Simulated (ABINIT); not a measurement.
A run of ABINIT 10.8.3 (patched build) is set up as follows.

The input run.abi:

```
# Datasets: ground state, then fixed potential
ndtset 2

# Pseudopotentials
pp_dirpath "./"
pseudos "Sn.GGA_PBE-JTH.xml"

# Structure
acell 3*1.0 Angstrom
rprim
     0.0000000000     3.2333428000     3.2333428000
     3.2333428000     0.0000000000     3.2333428000
     3.2333428000     3.2333428000     0.0000000000
ntypat 1
znucl 50
natom 2
typat 1 1
xred
     0.7500000000     0.7500000000     0.7500000000
     0.5000000000     0.5000000000     0.5000000000

# Plane-wave basis
ecut 15.0
pawecutdg 30.0

# Exchange and correlation
ixc -110131

# Bands and occupations
occopt 3
tsmear 0.05 eV

# SCF cycle
nstep 100

# Output
iomode 3
prtwf 0
prteig 0
prtebands 0
enunit 2
prtden1 1
prtvha1 1
prtvclmb1 1
prtpot1 1

# Dataset 1
kptopt1 1
ngkpt1 7 7 7
nshiftk1 1
shiftk1 0.0 0.0 0.0
nband1 18
tolvrs1 1.0e-9

# Dataset 2: bands along G-X-W-K-G-L-U-W-L-K
iscf2 -2
getden2 1
nband2 22
nbdbuf2 2
tolwfr2 1.0e-12
kptopt2 -9
ndivsm2 6
prteig2 1
prtvol2 -3
kptbounds2
     0.0000000000     0.0000000000     0.0000000000
     0.5000000000     0.0000000000     0.5000000000
     0.5000000000     0.2500000000     0.7500000000
     0.3750000000     0.3750000000     0.7500000000
     0.0000000000     0.0000000000     0.0000000000
     0.5000000000     0.5000000000     0.5000000000
     0.6250000000     0.2500000000     0.6250000000
     0.5000000000     0.2500000000     0.7500000000
     0.5000000000     0.5000000000     0.5000000000
     0.3750000000     0.3750000000     0.7500000000
```

Potentials or basis: JTH PAW PBE v2.0.

Launch:

```bash
$ abinit run.abi > log 2>&1
```

Task: Estimate the band gap on the k mesh.

Result: None (metal or under the smearing width).

Levels at the corners of the path, in eV from the Fermi level:
```tsv
point	band 10	band 11	band 12	band 13	band 14	band 15	band 16	band 17	band 18	band 19
Γ	-21.87	-10.70	-0.59	0.00	0.00	0.00	2.13	2.13	2.13	5.73
X	-21.80	-7.60	-7.60	-2.54	-2.54	1.03	1.03	7.75	7.75	9.66
W	-21.78	-7.55	-7.55	-3.06	-3.06	3.46	3.46	4.27	4.27	9.23
K	-21.77	-8.01	-7.11	-3.38	-2.18	1.28	3.49	5.90	6.00	7.08
Γ	-21.87	-10.70	-0.59	0.00	0.00	0.00	2.13	2.13	2.13	5.73
L	-21.82	-9.09	-6.34	-1.21	-1.21	0.11	3.26	3.26	6.21	8.94
U	-21.77	-8.01	-7.11	-3.38	-2.18	1.28	3.49	5.90	6.00	7.08
W	-21.78	-7.55	-7.55	-3.06	-3.06	3.46	3.46	4.27	4.27	9.23
L	-21.82	-9.09	-6.34	-1.21	-1.21	0.11	3.26	3.26	6.21	8.94
K	-21.77	-8.01	-7.11	-3.38	-2.18	1.28	3.49	5.90	6.00	7.08
```

Caveat: spin-orbit coupling is left out, which moves the levels of the heavy elements.
